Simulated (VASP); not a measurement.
# BeTe (F-43m) in VASP: a series of runs, part 2 of 2

VASP 6.6.1.

## (3) Relaxation of the atoms, r2SCAN (a relaxed cell with its volume scaled by 0.98)

Input file INCAR:

```
SYSTEM = BeTe
PREC     = Accurate       ! precision mode
ENCUT    = 600            ! plane-wave cutoff, eV
EDIFF    = 1E-7           ! SCF threshold, eV
ISMEAR   = 0              ! smearing method
SIGMA    = 0.03           ! smearing width, eV
LREAL    = .FALSE.        ! projectors in reciprocal space
LASPH    = .TRUE.         ! aspherical terms in the spheres
NELM     = 80             ! most SCF steps
ALGO     = Normal         ! electronic algorithm
ISIF     = 2              ! what is computed and relaxed
LWAVE    = .FALSE.        ! write WAVECAR
LCHARG   = .FALSE.        ! write CHGCAR
METAGGA  = R2SCAN         ! meta-GGA
LMIXTAU  = .TRUE.       
IBRION   = 2              ! ionic algorithm
NSW      = 40             ! ionic steps
EDIFFG   = -0.01          ! ionic threshold
```

Input file KPOINTS:

```
Automatic mesh
0
G
  8 8 8
  0 0 0
```

Input file POSCAR:

```
BeTe                                    
1.0
    0.0000000000      2.8120824791      2.8120824791
    2.8120824791      0.0000000000      2.8120824791
    2.8120824791      2.8120824791      0.0000000000
  Be              Te            
     1     1
Direct
     0.0000000000000000    0.0000000000000000    0.0000000000000000
     0.2500000000000000    0.2500000000000000    0.2500000000000000
```

Potentials or basis: VASP PAW PBE potentials, release 64 (Be, Te).

Command:

```console
> cat potpaw_PBE.64/Be/POTCAR potpaw_PBE.64/Te/POTCAR > POTCAR
> mpirun -np 1 vasp_std > vasp.out
```

OUTCAR:

```text
SYSTEM = BeTe
   PREC = Accurate
   ENCUT = 600
   EDIFF = 1E-7
   ISMEAR = 0
   LREAL = .FALSE.
   LASPH = .TRUE.
   NELM = 80
   ISIF = 2
   METAGGA = R2SCAN
   IBRION = 2
   NSW = 40
   EDIFFG = -0.01

 ion  position               nearest neighbor table
   1  0.000  0.000  0.000-   2 2.44   2 2.44   2 2.44   2 2.44
   2  0.250  0.250  0.250-   1 2.44   1 2.44   1 2.44   1 2.44

  LATTYP: Found a face centered cubic cell.
 ALAT       =     5.6241649582

  Lattice vectors:

 A1 = (   0.0000000000,   2.8120824791,   2.8120824791)
 A2 = (   2.8120824791,   0.0000000000,   2.8120824791)
 A3 = (   2.8120824791,   2.8120824791,   0.0000000000)

Analysis of symmetry for initial positions (statically):
=====================================================================
 Subroutine PRICEL returns:
 Original cell was already a primitive cell.

 Routine SETGRP: Setting up the symmetry group for a
 face centered cubic supercell.

 Subroutine GETGRP returns: Found 24 space group operations
 (whereof 24 operations were pure point group operations)
 out of a pool of 48 trial point group operations.

The static configuration has the point symmetry T_d .

Analysis of symmetry for dynamics (positions and initial velocities):
=====================================================================
 Subroutine PRICEL returns:
 Original cell was already a primitive cell.

 Routine SETGRP: Setting up the symmetry group for a
 face centered cubic supercell.

 Subroutine GETGRP returns: Found 24 space group operations
 (whereof 24 operations were pure point group operations)
 out of a pool of 48 trial point group operations.

The dynamic configuration has the point symmetry T_d .

 Subroutine INISYM returns: Found 24 space group operations
 (whereof 24 operations are pure point group operations),
 and found     1 'primitive' translations

----------------------------------------------------------------------------------------

                                     Primitive cell

  volume of cell :      44.4748

  direct lattice vectors                    reciprocal lattice vectors
     0.000000000  2.812082479  2.812082479    -0.177804173  0.177804173  0.177804173
     2.812082479  0.000000000  2.812082479     0.177804173 -0.177804173  0.177804173
     2.812082479  2.812082479  0.000000000     0.177804173  0.177804173 -0.177804173

  length of vectors
     3.976885180  3.976885180  3.976885180     0.307965862  0.307965862  0.307965862

  position of ions in fractional coordinates (direct lattice)
     0.000000000  0.000000000  0.000000000
     0.250000000  0.250000000  0.250000000

  ion indices of the primitive-cell ions
   primitive index   ion index
                 1           1
                 2           2

----------------------------------------------------------------------------------------

 KPOINTS: Automatic mesh

Automatic generation of k-mesh.
 Grid dimensions read from file:
 generate k-points for:    8    8    8

 Generating k-lattice:

  Cartesian coordinates                     Fractional coordinates (reciprocal lattice)
    -0.022225522  0.022225522  0.022225522     0.125000000  0.000000000  0.000000000
     0.022225522 -0.022225522  0.022225522     0.000000000  0.125000000  0.000000000
     0.022225522  0.022225522 -0.022225522     0.000000000  0.000000000  0.125000000

  Length of vectors
     0.038495733  0.038495733  0.038495733

  Shift w.r.t. Gamma in fractional coordinates (k-lattice)
     0.000000000  0.000000000  0.000000000

 Subroutine IBZKPT returns following result:
 ===========================================

 Found     29 irreducible k-points:

 Following reciprocal coordinates:
            Coordinates               Weight
  0.000000  0.000000  0.000000      1.000000
  0.125000  0.000000  0.000000      8.000000
  0.250000  0.000000  0.000000      8.000000
  0.375000  0.000000  0.000000      8.000000
  0.500000  0.000000  0.000000      4.000000
  0.125000  0.125000  0.000000      6.000000
[... 16 lines left out ...]
  0.500000  0.250000  0.125000     48.000000
 -0.375000  0.250000  0.125000     24.000000
 [... further k-points ...]
   k-points           NKPTS =     29   k-points in BZ     NKDIM =     29   number of bands    NBANDS=      8
   number of dos      NEDOS =    301   number of ions     NIONS =      2
   total plane-waves  NPLWV =  32768
   dimension x,y,z NGX =    32 NGY =   32 NGZ =   32
   dimension x,y,z NGXF=    64 NGYF=   64 NGZF=   64
   ions per type =               1   1
   NGX,Y,Z   is equivalent  to a cutoff of  13.38, 13.38, 13.38 a.u.
   NGXF,Y,Z  is equivalent  to a cutoff of  26.75, 26.75, 26.75 a.u.
 SYSTEM =  BeTe
   PREC   = accura    normal or accurate (medium, high low for compatibility)
   ISTART =      0    job   : 0-new  1-cont  2-samecut
   ICHARG =      2    charge: 1-file 2-atom 10-const
   ISPIN  =      1    spin polarized calculation?
   LNONCOLLINEAR =      F non collinear calculations
   LSORBIT =      F    spin-orbit coupling
   LASPH  =      T    aspherical Exc in radial PAW
   ENCUT  =  600.0 eV  44.10 Ry    6.64 a.u.   7.94  7.94  7.94*2*pi/ulx,y,z
   NELM   =     80;   NELMIN=  2; NELMDL= -5     # of ELM steps
   EDIFF  = 0.1E-06   stopping-criterion for ELM
   LREAL  =      F    real-space projection
   EDIFFG = -.1E-01   stopping-criterion for IOM
   NSW    =     40    number of steps for IOM
   IBRION =      2    ionic relax: 0-MD 1-quasi-New 2-CG
   NFREE  =      1    steps in history (QN), initial steepest desc. (CG)
   ISIF   =      2    stress and relaxation
   ISYM   =      2    0-nonsym 1-usesym 2-fastsym
   POTIM  = 0.5000    time-step for ionic-motion
   TEBEG  =    0.0;   TEEND  =   0.0 temperature during run
   PSTRESS=    0.0 pullay stress
   NELECT =       8.0000    total number of electrons
   NUPDOWN=      -1.0000    fix difference up-down
   EMIN   =  10.00;   EMAX   =-10.00  energy-range for DOS
   EFERMI =   0.00;   METHOD = LEGACY
   ISMEAR =     0;   SIGMA  =   0.03  broadening in eV -4-tet -1-fermi 0-gaus
   EFERMI_NEDOS =   21; number of points for ismear=-14 and -15
   IALGO  =     38    algorithm
   IMIX   =      4    mixing-type and parameters
     AMIX     =   0.40;   BMIX     =  1.00
     AMIX_MAG =   1.60;   BMIX_MAG =  1.00
  volume/ion in A,a.u.               =      22.24       150.07
  Fermi-wavevector in a.u.,A,eV,Ry     =   0.924131  1.746354 11.619616  0.854018
  Thomas-Fermi vector in A             =   2.049843
   LORBIT       =      0    0 simple, 1 ext, 2 COOP (PROOUT), +10 PAW based schemes
   METAGGA = R2SCAN    functional components
   LHFCALC =     F    Hartree Fock is set to
   AEXX    =    0.0000 exact exchange contribution
   IVDW    =     0    specifies the selected vdW correction
   LEPSILON=     F    determine dielectric tensor
   LRPA    =     F    only Hartree local field effects (RPA)
 conjugate gradient relaxation of ions
 non-spin polarized calculation
 Gauss-broadening in eV      SIGMA  =   0.03
  energy-cutoff  :      600.00
  volume of cell :       44.47
 maximum number of plane-waves:      1524
   NGX = 15   NGY = 15   NGZ = 15

 number of electron       8.0000000 magnetization

 Free energy of the ion-electron system (eV)
  ---------------------------------------------------
  ext. energy  EPLUGINS =         0.00000000
  ---------------------------------------------------
  free energy    TOTEN  =       -30.68185168 eV

  energy without entropy =      -30.68185168  energy(sigma->0) =      -30.68185168

 E-fermi :   5.1687     XC(G=0):  -9.4963

 val. band max:        4.9853996917   @ k =   0.0000   0.0000   0.0000
 cond. band min:       7.3101824893   @ k =   0.5000   0.5000   0.0000
 fundamental gap:      2.3247827976
 Fermi energy:         5.1686993324

 k-point     1 :       0.0000    0.0000    0.0000
  band No.  band energies     occupation
      1      -7.8318      2.00000
      2       4.9854      2.00000
      3       4.9854      2.00000
      4       4.9854      2.00000
      5       8.9965      0.00000
      6       8.9965      0.00000
      7       8.9965      0.00000
      8       9.5280      0.00000
[... 243 lines left out ...]
 k-point    24 :      -0.3750    0.2500    0.1250
  band No.  band energies     occupation
      1      -6.1160      2.00000
      2      -0.3699      2.00000
      3       1.9755      2.00000
      4       3.0047      2.00000
      5       9.6705      0.00000
      6       9.7894      0.00000
      7      12.2748      0.00000
      8      13.4297      0.00000

 [... further k-points ...]

------------------------ aborting loop because EDIFF is reached ----------------------------------------

  FORCE on cell =-STRESS in cart. coord.  units (eV):
  Direction    XX          YY          ZZ          XY          YZ          ZX
  --------------------------------------------------------------------------------------
  -------------------------------------------------------------------------------------
  Total        0.3550599      0.3550599      0.3550599     -0.0000000     -0.0000000      0.0000000
  in kB       12.7908083     12.7908083     12.7908083     -0.0000000     -0.0000000      0.0000000
  external PRESSURE =      12.7908083 kB  Pullay stress =       0.0000000 kB

 VOLUME and BASIS-vectors are now :
 -----------------------------------------------------------------------------
  energy-cutoff  :      600.00
  volume of cell :       44.47
      direct lattice vectors                 reciprocal lattice vectors
     0.000000000  2.812082479  2.812082479    -0.177804173  0.177804173  0.177804173
     2.812082479  0.000000000  2.812082479     0.177804173 -0.177804173  0.177804173
     2.812082479  2.812082479  0.000000000     0.177804173  0.177804173 -0.177804173

 POSITION                                       TOTAL-FORCE (eV/Angst)
 -----------------------------------------------------------------------------------
      0.00000      0.00000      0.00000         0.000000     -0.000000      0.000000
      1.40604      1.40604      1.40604        -0.000000      0.000000     -0.000000
 -----------------------------------------------------------------------------------
    total drift:                                0.000000      0.000000      0.000000

  FREE ENERGIE OF THE ION-ELECTRON SYSTEM (eV)
  ---------------------------------------------------
  free  energy   TOTEN  =       -30.6818516843 eV

  energy  without entropy=      -30.6818516843  energy(sigma->0) =      -30.68185168

 reached required accuracy - stopping structural energy minimisation
```

It took 49 s on 1 thread of Intel Xeon Platinum 8488C (Sapphire Rapids), shared host; peak memory 0.19 GiB.

What came out:

```
Free energy             : -30.6819 eV
Pressure after relaxing : 1.3 GPa
Band gap on the k mesh  : 2.32 eV, indirect (least direct gap 4.01 eV)
```

Final structure:
```
CELL_PARAMETERS angstrom
0.00000 2.81208 2.81208
2.81208 0.00000 2.81208
2.81208 2.81208 0.00000
ATOMIC_POSITIONS crystal
Be 0.00000 0.00000 0.00000
Te 0.25000 0.25000 0.25000
```

Caveat: the relaxation stopped at its first step, so nothing moved; the PAW data sets were made with another functional, which shifts forces and pressure a little; spin-orbit coupling is left out, which moves the levels of the heavy elements. A k mesh can miss the band edges.

## (4) Relaxation of the atoms, r2SCAN

INCAR is that of step 3.

KPOINTS is that of step 3.

Input file POSCAR:

```
BeTe                                    
1.0
    0.0000000000      2.8310836128      2.8310836128
    2.8310836128      0.0000000000      2.8310836128
    2.8310836128      2.8310836128      0.0000000000
  Be              Te            
     1     1
Direct
     0.0000000000000000    0.0000000000000000    0.0000000000000000
     0.2500000000000000    0.2500000000000000    0.2500000000000000
```

Command:

```console
> cat potpaw_PBE.64/Be/POTCAR potpaw_PBE.64/Te/POTCAR > POTCAR
> mpirun -np 1 vasp_std > vasp.out
```

Wall time 45 s (1 thread of Intel Xeon Platinum 8488C (Sapphire Rapids), shared host); peak memory 0.19 GiB.

It converged, with:

```
Free energy             : -30.6855 eV
Pressure after relaxing : 0.0 GPa
Band gap on the k mesh  : 2.37 eV, indirect (least direct gap 4.03 eV)
```

Final structure:
```xyz
2
Lattice="0.0000 2.8311 2.8311 2.8311 0.0000 2.8311 2.8311 2.8311 0.0000" Properties=species:S:1:pos:R:3 pbc="T T T"
Be    0.0000    0.0000    0.0000
Te    1.4155    1.4155    1.4155
```

Levels at points of the mesh, in eV from the valence-band top:
```tsv
k point	band 1	band 2	band 3	band 4	band 5	band 6	band 7	band 8
(0.00, 0.00, 0.00)	-12.68	0.00	0.00	0.00	4.03	4.03	4.03	4.38
(0.50, 0.00, 0.00)	-11.28	-5.66	-1.14	-1.14	3.51	5.02	5.02	8.47
(0.50, 0.50, 0.00)	-10.76	-5.25	-2.68	-2.68	2.37	3.01	10.47	10.47
```

Caveat: the relaxation stopped at its first step, so nothing moved; the PAW data sets were made with another functional, which shifts forces and pressure a little; spin-orbit coupling is left out, which moves the levels of the heavy elements. r2SCAN opens gaps a little over a GGA but as a rule still falls short of measured ones.

## (5) Relaxation of the atoms, r2SCAN (a relaxed cell with its volume scaled by 1.02)

INCAR is that of step 4.

KPOINTS is that of step 4.

Input file POSCAR:

```
BeTe                                    
1.0
    0.0000000000      2.8498330573      2.8498330573
    2.8498330573      0.0000000000      2.8498330573
    2.8498330573      2.8498330573      0.0000000000
  Be              Te            
     1     1
Direct
     0.0000000000000000    0.0000000000000000    0.0000000000000000
     0.2500000000000000    0.2500000000000000    0.2500000000000000
```

Command:

```console
> cat potpaw_PBE.64/Be/POTCAR potpaw_PBE.64/Te/POTCAR > POTCAR
> mpirun -np 1 vasp_std > vasp.out
```

Wall time 46 s (1 thread of Intel Xeon Platinum 8488C (Sapphire Rapids), shared host); peak memory 0.19 GiB.

Results (log left out):

```yaml
Free_energy: -30.6823 eV
Pressure_after_relaxing: -1.1 GPa
Band_gap_on_the_k_mesh: 2.42 eV, indirect (least direct gap 4.05 eV)
```

Final structure:
```
Be Te
1.0
     0.00000    2.84983    2.84983
     2.84983    0.00000    2.84983
     2.84983    2.84983    0.00000
Be Te
1 1
Direct
  0.00000 0.00000 0.00000
  0.25000 0.25000 0.25000
```

Levels at points of the mesh, in eV from the valence-band top:
| k point | band 1 | band 2 | band 3 | band 4 | band 5 | band 6 | band 7 | band 8 |
| --- | --- | --- | --- | --- | --- | --- | --- | --- |
| (0.00, 0.00, 0.00) | -12.54 | 0.00 | 0.00 | 0.00 | 4.05 | 4.05 | 4.05 | 4.23 |
| (0.50, 0.00, 0.00) | -11.19 | -5.53 | -1.11 | -1.11 | 3.45 | 5.03 | 5.03 | 8.47 |
| (0.50, 0.50, 0.00) | -10.70 | -5.15 | -2.61 | -2.61 | 2.42 | 3.04 | 10.34 | 10.34 |

Caveat: the relaxation stopped at its first step, so nothing moved; the PAW data sets were made with another functional, which shifts forces and pressure a little; spin-orbit coupling is left out, which moves the levels of the heavy elements.

## (6) Summary

```csv
cell,gap on the mesh (eV),pressure (GPa)
atoms relaxed from: a relaxed cell with its volume scaled by 0.96,2.27,2.7
atoms relaxed from: a relaxed cell with its volume scaled by 0.98,2.32,1.3
atoms relaxed,2.37,0.0
atoms relaxed from: a relaxed cell with its volume scaled by 1.02,2.42,-1.1
```

Alike in all rows: task relaxation of the atoms; level r2SCAN; potentials or basis VASP PAW PBE potentials, release 64 (Be, Te); no spin polarisation; k mesh 8 × 8 × 8; cutoff (eV) 600; smearing gaussian 0.03 eV.

Caveats: the relaxation stopped at its first step, so nothing moved; the PAW data sets were made with another functional, which shifts forces and pressure a little; spin-orbit coupling is left out, which moves the levels of the heavy elements.

Total energies depend on the potentials used, so only differences within one code and one set of settings carry meaning.
